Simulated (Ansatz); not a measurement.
Write the native input for Ansatz 0.2.0 that does the following.

```
Task                : single point
Functional          : PBE
Potentials or basis : Ansatz PAW
Cutoff              : 420 eV (not typed: the program's choice for these potentials)
k mesh              : 9 × 9 × 9
Occupations         : fermi-dirac, width 0.05 eV
Spin                : collinear spin, random start
Starting moments    : [0.09, 0.0, 0.0] μB
```

The system is CoSi2.

```
CELL_PARAMETERS angstrom
0.00000 2.67800 2.67800
2.67800 0.00000 2.67800
2.67800 2.67800 0.00000
ATOMIC_POSITIONS crystal
Co 0.00000 0.00000 0.00000
Si 0.75000 0.75000 0.75000
Si 0.25000 0.25000 0.25000
```

These files were run (other wordings do the same):

input.yaml

```yaml
crystal:
  lattice:
    - [0.0, 2.678, 2.678]
    - [2.678, 0.0, 2.678]
    - [2.678, 2.678, 0.0]
  atoms:
    - { symbol: Co, position: [0.0, 0.0, 0.0], spin: 0.09 }
    - { symbol: Si, position: [0.75, 0.75, 0.75] }
    - { symbol: Si, position: [0.25, 0.25, 0.25] }
hamiltonian:
  xc: pbe
  pseudopotentials: { kind: paw }
magnetization:
  spin_polarized: true
kpoints:
  mp_grid: { grid: [9, 9, 9] }
scf:
  occupations: { method: fermi_dirac, width: 0.05 }
output:
  forces: true
  stress: true
  eigenvalues: true
```

Potentials or basis: Ansatz PAW.

Launch:

```console
$ ansatz run input.yaml --threads 2 --pin off --max-ram 5632MiB --backend cpu --events-out ev --progress --plain --runs-dir out
```

It gave:

* Pressure: 0.5 GPa
* Band gap on the k mesh: none (metal or under the smearing width)
* Net moment: 0.00 μB per cell
* Absolute moment: 0.00 μB per cell

Caveat: the starting moments weren't kept.

It took 2.9 s on 2 threads of Arm Neoverse V1, with other jobs on the host, peak memory 0.33 GiB.
